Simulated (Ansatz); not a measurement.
Zone-centre phonons of Ti at 11 GPa: input and output

Method: Ansatz, DFT PBE, scalar-relativistic, plane waves, PAW.

Launched with:
```bash
ansatz run input.yaml --threads 1 --pin off --max-ram 3072MiB --backend cpu --events-out ev --progress --plain --runs-dir out
```

Input (bare energies are in eV):
```yaml
crystal:
  lattice:
    - [2.855538262, 0.0, 0.0]
    - [-1.427769131, 2.4729686764, 0.0]
    - [0.0, 0.0, 4.537547696]
  atoms:
    - { symbol: Ti, position: [0.3333333333, 0.6666666667, 0.25] }
    - { symbol: Ti, position: [0.6666666667, 0.3333333333, 0.75] }
basis:
  ecutwfc: 420
kpoints:
  mp_grid: { grid: [18, 18, 10] }
hamiltonian:
  xc: pbe
scf:
  occupations: { method: fermi_dirac, width: 0.15 }
output:
  eigenvalues: true
phonons:
  method: dfpt
  eigenvectors: true
```

The end of the output:
```
--- Phonons (Γ-DFPT): 2 representative perturbations + reference, on 546 of 3240 k-points (Σ response iterations 6) ---
  k mesh reduced under 4 symmetry operations, with k and −k counted as one. Each operation leaves every solved displacement unchanged or reverses it
  ASR residual: 1.524e-3 → 0.000e0 eV/Å²; symmetrization residual: 6.664e-13 eV/Å²
  ASR residual per site (eV/Å²): 1.52e-3 1.52e-3
  Γ frequencies (cm⁻¹): 0.00 0.00 0.00 109.44 109.44 245.16
  non-analytic LO–TO correction: not included (Born effective charges unavailable; polar crystals: no LO–TO splitting at Γ)
```

Time: 65 s on 1 thread of Intel(R) Xeon(R) Platinum 8375C CPU @ 2.90GHz (Ice Lake), on a shared host, peak memory 1.3 GiB.

In a metal, frequencies and elastic constants depend on the k mesh and the smearing, soft modes and shear constants most.